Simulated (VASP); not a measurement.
# Se (Cmcm) in VASP: a series of runs

One crystal, Se, is run at these levels: PBE; tasks: single point.

Everything below comes from runs of VASP 6.6.1. Logs are shortened: lines on timing, memory, paths and dates and some standing lists are left out, and cuts for length are marked.

**1. Starting point**

It takes space group Cmcm (No. 63, orthorhombic). Conventional cell: a = 2.789 Å, b = 8.078 Å, c = 4.613 Å, α = 90.00°, β = 90.00°, γ = 90.00°. Around Se (site symmetry m2m) lie 4 Se at 2.53 to 2.79 Å.

This isn't the form of Se at room conditions, which is trigonal, of chains.

**2. Single point, PBE**

The input, INCAR:

```
  ALGO = Normal
  EDIFF = 1E-6
  ENCUT = 450
  GGA = PE
  ISIF = 2
  ISMEAR = 0
  LASPH = T
  LCHARG = F
  LREAL = F
  LWAVE = F
  NELM = 80
  PREC = Accurate
  SIGMA = 0.02
```

The input, KPOINTS:

```
k-points
0
Gamma
  5 5 3
```

The input, POSCAR:

```
Se
1.0
    1.3942694300     -4.0390027650      0.0000000000
    1.3942694300      4.0390027650      0.0000000000
    0.0000000000      0.0000000000      4.6134314000
Se
2
Direct
    0.0643446800      0.9356553200      0.2500000000
    0.9356553200      0.0643446800      0.7500000000
```

Potentials or basis: VASP PAW PBE potentials, release 64 (Se_GW).

On the command line:

```sh
> cat potpaw_PBE.64/Se_GW/POTCAR > POTCAR
> mpirun -np 1 vasp_std > vasp.out
```

OUTCAR:

```text
EDIFF = 1E-6
   ENCUT = 450
   GGA = PE
   ISIF = 2
   ISMEAR = 0
   LASPH = T
   LREAL = F
   NELM = 80
   PREC = Accurate

 ion  position               nearest neighbor table
   1  0.064  0.936  0.250-   2 2.53   2 2.53
   2  0.936  0.064  0.750-   1 2.53   1 2.53

  LATTYP: Found a base centered orthorhombic cell.
 ALAT       =     2.7885388600
 B/A-ratio  =     2.8968595869
 C/A-ratio  =     1.6544260746

  Lattice vectors:

 A1 = (   1.3942694300,  -4.0390027650,   0.0000000000)
 A2 = (   1.3942694300,   4.0390027650,   0.0000000000)
 A3 = (   0.0000000000,   0.0000000000,   4.6134314000)

Analysis of symmetry for initial positions (statically):
=====================================================================
 Subroutine PRICEL returns:
 Original cell was already a primitive cell.

 Routine SETGRP: Setting up the symmetry group for a
 base centered orthorhombic supercell.

 Subroutine GETGRP returns: Found  8 space group operations
 (whereof  4 operations were pure point group operations)
 out of a pool of  8 trial point group operations.

The static configuration has the point symmetry C_2h.
 The point group associated with its full space group is D_2h.

Analysis of symmetry for dynamics (positions and initial velocities):
=====================================================================
 Subroutine PRICEL returns:
 Original cell was already a primitive cell.

 Routine SETGRP: Setting up the symmetry group for a
 base centered orthorhombic supercell.

 Subroutine GETGRP returns: Found  8 space group operations
 (whereof  4 operations were pure point group operations)
 out of a pool of  8 trial point group operations.

The dynamic configuration has the point symmetry C_2h.
 The point group associated with its full space group is D_2h.

 Subroutine INISYM returns: Found  8 space group operations
 (whereof  4 operations are pure point group operations),
 and found     1 'primitive' translations

----------------------------------------------------------------------------------------

                                     Primitive cell

  volume of cell :      51.9607

  direct lattice vectors                    reciprocal lattice vectors
     1.394269430 -4.039002765  0.000000000     0.358610746 -0.123792933  0.000000000
     1.394269430  4.039002765  0.000000000     0.358610746  0.123792933  0.000000000
     0.000000000  0.000000000  4.613431400     0.000000000  0.000000000  0.216758398

  length of vectors
     4.272883169  4.272883169  4.613431400     0.379376274  0.379376274  0.216758398

  position of ions in fractional coordinates (direct lattice)
     0.064344680  0.935655320  0.250000000
     0.935655320  0.064344680  0.750000000

  ion indices of the primitive-cell ions
   primitive index   ion index
                 1           1
                 2           2

----------------------------------------------------------------------------------------

 KPOINTS: k-points

Automatic generation of k-mesh.
 Grid dimensions read from file:
 generate k-points for:    5    5    3

 Generating k-lattice:

  Cartesian coordinates                     Fractional coordinates (reciprocal lattice)
     0.071722149 -0.024758587  0.000000000     0.200000000  0.000000000  0.000000000
     0.071722149  0.024758587  0.000000000     0.000000000  0.200000000  0.000000000
     0.000000000  0.000000000  0.072252799     0.000000000  0.000000000  0.333333333

  Length of vectors
     0.075875255  0.075875255  0.072252799

  Shift w.r.t. Gamma in fractional coordinates (k-lattice)
     0.000000000  0.000000000  0.000000000

 Subroutine IBZKPT returns following result:
 ===========================================

 Found     18 irreducible k-points:

 Following reciprocal coordinates:
            Coordinates               Weight
  0.000000  0.000000  0.000000      1.000000
  0.200000 -0.000000  0.000000      4.000000
  0.400000  0.000000  0.000000      4.000000
  0.200000  0.200000  0.000000      2.000000
  0.400000  0.200000  0.000000      4.000000
 -0.400000  0.200000  0.000000      4.000000
[... 10 lines left out ...]
  0.400000  0.400000  0.333333      4.000000
 -0.400000  0.400000  0.333333      4.000000
   k-points           NKPTS =     18   k-points in BZ     NKDIM =     18   number of bands    NBANDS=     10
   number of dos      NEDOS =    301   number of ions     NIONS =      2
   total plane-waves  NPLWV =  28800
   dimension x,y,z NGX =    30 NGY =   30 NGZ =   32
   dimension x,y,z NGXF=    60 NGYF=   60 NGZF=   64
   ions per type =               2
   NGX,Y,Z   is equivalent  to a cutoff of  11.67, 11.67, 11.53 a.u.
   NGXF,Y,Z  is equivalent  to a cutoff of  23.34, 23.34, 23.06 a.u.
 SYSTEM =  unknown system
   PREC   = accura    normal or accurate (medium, high low for compatibility)
   ISTART =      0    job   : 0-new  1-cont  2-samecut
   ICHARG =      2    charge: 1-file 2-atom 10-const
   ISPIN  =      1    spin polarized calculation?
   LNONCOLLINEAR =      F non collinear calculations
   LSORBIT =      F    spin-orbit coupling
   LASPH  =      T    aspherical Exc in radial PAW
   ENCUT  =  450.0 eV  33.07 Ry    5.75 a.u.   7.39  7.39  7.98*2*pi/ulx,y,z
   NELM   =     80;   NELMIN=  2; NELMDL= -5     # of ELM steps
   EDIFF  = 0.1E-05   stopping-criterion for ELM
   LREAL  =      F    real-space projection
   EDIFFG = 0.1E-04   stopping-criterion for IOM
   NSW    =      0    number of steps for IOM
   IBRION =     -1    ionic relax: 0-MD 1-quasi-New 2-CG
   NFREE  =      0    steps in history (QN), initial steepest desc. (CG)
   ISIF   =      2    stress and relaxation
   ISYM   =      2    0-nonsym 1-usesym 2-fastsym
   POTIM  = 0.5000    time-step for ionic-motion
   TEBEG  =    0.0;   TEEND  =   0.0 temperature during run
   PSTRESS=    0.0 pullay stress
   NELECT =      12.0000    total number of electrons
   NUPDOWN=      -1.0000    fix difference up-down
   EMIN   =  10.00;   EMAX   =-10.00  energy-range for DOS
   EFERMI =   0.00;   METHOD = LEGACY
   ISMEAR =     0;   SIGMA  =   0.02  broadening in eV -4-tet -1-fermi 0-gaus
   EFERMI_NEDOS =   21; number of points for ismear=-14 and -15
   IALGO  =     38    algorithm
   IMIX   =      4    mixing-type and parameters
     AMIX     =   0.40;   BMIX     =  1.00
     AMIX_MAG =   1.60;   BMIX_MAG =  1.00
  volume/ion in A,a.u.               =      25.98       175.32
  Fermi-wavevector in a.u.,A,eV,Ry     =   1.004408  1.898056 13.726046  1.008836
  Thomas-Fermi vector in A             =   2.137022
   LORBIT       =      0    0 simple, 1 ext, 2 COOP (PROOUT), +10 PAW based schemes
   GGA     = PE    functional components
   LHFCALC =     F    Hartree Fock is set to
   AEXX    =    0.0000 exact exchange contribution
   IVDW    =     0    specifies the selected vdW correction
   LEPSILON=     F    determine dielectric tensor
   LRPA    =     F    only Hartree local field effects (RPA)
 non-spin polarized calculation
 Gauss-broadening in eV      SIGMA  =   0.02
  energy-cutoff  :      450.00
  volume of cell :       51.96
 maximum number of plane-waves:      1137
 NGX is ok and might be reduce to    30
   NGX = 15   NGY = 15   NGZ = 15

 number of electron      12.0000001 magnetization

 Free energy of the ion-electron system (eV)
  ---------------------------------------------------
  ext. energy  EPLUGINS =         0.00000000
  ---------------------------------------------------
  free energy    TOTEN  =        -6.52412731 eV

  energy without entropy =       -6.52177212  energy(sigma->0) =       -6.52294971

 E-fermi :   3.3601     XC(G=0):  -9.0996

 val. band max:        2.7957988361   @ k =   0.4000   0.0000   0.0000
 cond. band min:       3.3670162738   @ k =  -0.4000   0.2000   0.3333
 fundamental gap:      0.5712174377
 Fermi energy:         3.3601294070

 k-point     1 :       0.0000    0.0000    0.0000
  band No.  band energies     occupation
      1     -12.6948      2.00000
      2      -8.7217      2.00000
      3      -3.3015      2.00000
      4       0.8883      2.00000
      5       1.0633      2.00000
      6       5.2788      0.00000
      7       5.6377      0.00000
      8       7.6497      0.00000
      9       8.7069      0.00000
     10      10.1022      0.00000

 k-point     2 :       0.2000   -0.0000    0.0000
  band No.  band energies     occupation
      1     -12.0947      2.00000
      2      -8.1546      2.00000
      3      -2.7694      2.00000
      4       0.7735      2.00000
      5       1.4940      2.00000
      6       1.9504      2.00000
      7       4.2547      0.00000
      8       5.8932      0.00000
      9       9.4525      0.00000
     10      11.1136      0.00000

 k-point     3 :       0.4000    0.0000    0.0000
  band No.  band energies     occupation
      1     -10.7330      2.00000
      2      -6.8456      2.00000
      3      -2.6878      2.00000
      4      -1.6610      2.00000
      5       0.3297      2.00000
      6       1.7722      2.00000
      7       2.7958      2.00000
      8       6.4245      0.00000
      9       8.7501      0.00000
     10       9.4615      0.00000

 k-point     4 :       0.2000    0.2000    0.0000
  band No.  band energies     occupation
      1     -10.7797      2.00000
      2      -6.8062      2.00000
      3      -2.6396      2.00000
      4      -1.7079      2.00000
      5       0.2509      2.00000
      6       2.3169      2.00000
      7       2.6457      2.00000
      8       6.7529      0.00000
      9       8.6543      0.00000
     10       9.5582      0.00000

 k-point     5 :       0.4000    0.2000    0.0000
  band No.  band energies     occupation
      1     -10.6544      2.00000
      2      -6.9122      2.00000
      3      -2.7521      2.00000
      4      -1.5825      2.00000
      5       0.3565      2.00000
      6       1.3163      2.00000
      7       2.7438      2.00000
      8       6.0315      0.00000
      9       8.6169      0.00000
     10      10.0736      0.00000

 k-point     6 :      -0.4000    0.2000    0.0000
  band No.  band energies     occupation
      1     -11.9596      2.00000
      2      -8.2605      2.00000
      3      -2.6167      2.00000
      4      -0.0981      2.00000
      5       1.3056      2.00000
      6       1.8946      2.00000
      7       4.3231      0.00000
      8       5.0058      0.00000
      9      10.9734      0.00000
     10      12.4937      0.00000
[... 105 lines left out ...]
 k-point    15 :      -0.4000    0.2000    0.3333
  band No.  band energies     occupation
      1     -11.3177      2.00000
      2      -9.6057      2.00000
      3      -1.8620      2.00000
      4       0.0313      2.00000
      5       1.8556      2.00000
      6       2.3953      2.00000
      7       3.3670      0.62628
      8       5.7842      0.00000
      9      10.6403      0.00000
     10      11.3513      0.00000

 k-point    16 :      -0.2000    0.2000    0.3333
  band No.  band energies     occupation
      1     -11.9591      2.00000
      2     -10.2086      2.00000
      3      -2.0528      2.00000
      4      -0.0965      2.00000
      5       1.9547      2.00000
      6       4.9850      0.00000
      7       5.7157      0.00000
      8       6.9270      0.00000
      9       9.1620      0.00000
     10      10.2507      0.00000

 k-point    17 :       0.4000    0.4000    0.3333
  band No.  band energies     occupation
      1     -11.2373      2.00000
      2      -9.5784      2.00000
      3      -2.1879      2.00000
      4      -0.3722      2.00000
      5       1.7873      2.00000
      6       2.3694      2.00000
      7       3.3692      0.51961
      8       5.9670      0.00000
      9      11.4721      0.00000
     10      12.3837      0.00000

 k-point    18 :      -0.4000    0.4000    0.3333
  band No.  band energies     occupation
      1     -11.8239      2.00000
      2     -10.1595      2.00000
      3      -2.6664      2.00000
      4      -0.8301      2.00000
      5       1.8823      2.00000
      6       5.4598      0.00000
      7       5.6295      0.00000
      8       6.9090      0.00000
      9      10.7388      0.00000
     10      12.3104      0.00000

------------------------ aborting loop because EDIFF is reached ----------------------------------------

  FORCE on cell =-STRESS in cart. coord.  units (eV):
  Direction    XX          YY          ZZ          XY          YZ          ZX
  --------------------------------------------------------------------------------------
  -------------------------------------------------------------------------------------
  Total        0.4605585      0.2772100      0.7571763      0.0000000      0.0000000      0.0000000
  in kB       14.2010502      8.5476058     23.3470864      0.0000000      0.0000000      0.0000000
  external PRESSURE =      15.3652475 kB  Pullay stress =       0.0000000 kB

 VOLUME and BASIS-vectors are now :
 -----------------------------------------------------------------------------
  energy-cutoff  :      450.00
  volume of cell :       51.96
      direct lattice vectors                 reciprocal lattice vectors
     1.394269430 -4.039002765  0.000000000     0.358610746 -0.123792933  0.000000000
     1.394269430  4.039002765  0.000000000     0.358610746  0.123792933  0.000000000
     0.000000000  0.000000000  4.613431400     0.000000000  0.000000000  0.216758398

 POSITION                                       TOTAL-FORCE (eV/Angst)
 -----------------------------------------------------------------------------------
      1.39427      3.51923      1.15336         0.000000      0.147027      0.000000
      1.39427     -3.51923      3.46007         0.000000     -0.147027     -0.000000
 -----------------------------------------------------------------------------------
    total drift:                               -0.000000     -0.000000      0.000000

  FREE ENERGIE OF THE ION-ELECTRON SYSTEM (eV)
  ---------------------------------------------------
  free  energy   TOTEN  =        -6.5241273064 eV

  energy  without entropy=       -6.5217721185  energy(sigma->0) =       -6.52294971
```

It took 5.2 s on 1 thread of Intel Xeon 6975P-C (Granite Rapids), shared host; peak memory 0.16 GiB.

Results:

* Free energy: -6.5241 eV
* Pressure: 1.5 GPa
* Largest force: 0.147 eV/Å
* Band gap on the k mesh: none (metal or under the smearing width)

Forces on the atoms (eV/Å):
```
Se   0.000  0.147  0.000
Se   0.000 -0.147  0.000
```

Stress tensor (GPa, compression positive):
```
1.42 0.00 0.00
0.00 0.85 0.00
0.00 0.00 2.33
```

Levels at points of the mesh, in eV from the Fermi level:
| k point | band 4 | band 5 | band 6 | band 7 | band 8 | band 9 |
| --- | --- | --- | --- | --- | --- | --- |
| (0.00, 0.00, 0.00) | -2.47 | -2.30 | 1.92 | 2.28 | 4.29 | 5.35 |

Caveat: the k mesh is coarse (spacing up to 0.48 Å⁻¹), so the values aren't converged.

**3. Single point, PBE**

The input, INCAR:

```
SYSTEM = Se
PREC = Accurate ; ENCUT = 500
EDIFF = 1E-6 ; ISMEAR = 0
SIGMA = 0.02 ; LREAL = .False.
LASPH = .True. ; NELM = 60
ALGO = Fast ; ISIF = 2
LWAVE = .False. ; LCHARG = .False.
GGA = PE ; NBANDS = 13
```

The input, KPOINTS:

```
Automatic mesh
0
Gamma
  5 5 3
  0 0 0
```

POSCAR is that of step 2.

Potentials or basis: VASP PAW PBE potentials, release 64 (Se_GW).

On the command line:

```sh
> cat potpaw_PBE.64/Se_GW/POTCAR > POTCAR
> mpirun -np 1 vasp_std > vasp.out
```

Wall time 20 s (1 thread of Intel Xeon Platinum 8488C (Sapphire Rapids), shared host); peak memory 0.17 GiB.

Results (log left out):

```
Free energy            : -6.5242 eV
Pressure               : 1.5 GPa
Largest force          : 0.147 eV/Å
Band gap on the k mesh : none (metal or under the smearing width)
```

Forces in eV/Å, atoms in the order of the input:
```
Se   0.000  0.147  0.000
Se   0.000 -0.147  0.000
```

Stress tensor (GPa, compression positive):
```
1.43 0.00 0.00
0.00 0.87 0.00
0.00 0.00 2.35
```

Levels at points of the mesh, in eV from the Fermi level:
```
           k point  band 3  band 4  band 5  band 6  band 7  band 8  band 9  band 10
(0.00, 0.00, 0.00)   -6.66   -2.47   -2.30    1.92    2.28    4.29    5.35     6.74
```

Caveat: the k mesh is coarse (spacing up to 0.48 Å⁻¹), so the values aren't converged.

**4. The reference run**

An earlier run on the cell as given: functional PBE; potentials or basis VASP PAW PBE potentials, release 64 (Se); cutoff 520 eV; k mesh 10 × 10 × 6; occupations fermi-dirac, width 0.05 eV; no spin polarisation.

- Pressure: 1.6 GPa
- Largest force: 0.031 eV/Å
- Band gap on the k mesh: none (metal or under the smearing width)

**5. Summary**

```tsv
potentials or basis	k mesh	cutoff (eV)	smearing	mesh quality	gap on the mesh (eV)	pressure (GPa)	largest force (eV/Å)
VASP PAW PBE potentials, release 64 (Se_GW)	5 × 5 × 3	450	gaussian 0.02 eV	coarse	none	1.5	0.15
VASP PAW PBE potentials, release 64 (Se_GW)	5 × 5 × 3	500	gaussian 0.02 eV	coarse	none	1.5	0.15
VASP PAW PBE potentials, release 64 (Se)	10 × 10 × 6	520	fermi-dirac 0.05 eV	not flagged	none	1.6	0.03
```

Alike in all rows: task single point; level PBE; no spin polarisation; cell as given.

Caveats: some runs use coarse meshes.

Total energies depend on the potentials used, so only differences within one code and one set of settings carry meaning.
